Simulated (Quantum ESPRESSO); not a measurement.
Be:

```
Be
1.0
     2.28530    0.00000    0.00000
    -1.14265    1.97913    0.00000
     0.00000    0.00000    3.58420
Be
2
Cartesian
  1.1427 0.6597 2.6882
  0.0000 1.3194 0.8961
```

- Program: Quantum ESPRESSO 7.5
- Task: single point
- Functional: PBEsol
- Potentials or basis: GBRV 1.5 PBEsol
- Cutoff: 612 eV
- Density cutoff: 4898 eV
- k mesh: 13 × 13 × 8
- Occupations: fermi-dirac, width 0.05 eV
- Spin: no spin polarisation

On this cell: pressure -3.5 GPa; largest force under 0.003 eV/Å; band gap on the k mesh none (metal or under the smearing width).

The same run follows on a disturbed copy (atoms moved at random, drawn with an rms of 0.05 Å):

```
Be
1.0
     2.28530    0.00000    0.00000
    -1.14265    1.97913    0.00000
     0.00000    0.00000    3.58420
Be
2
Direct
  0.68824 0.33844 0.75018
  0.31739 0.65676 0.25854
```

Question: What changes?

Answer: The energy (extrapolated to zero smearing) moves by +6.9 meV/atom; pressure -3.3 GPa; largest force 0.364 eV/Å; band gap on the k mesh none (metal or under the smearing width).

Forces in eV/Å, atoms in the order of the input:
```
Be  -0.257 -0.119  0.229
Be   0.257  0.119 -0.229
```

Stress tensor (GPa, compression positive):
```
-2.53  1.44 -0.28
 1.44 -3.79 -0.13
-0.28 -0.13 -3.49
```
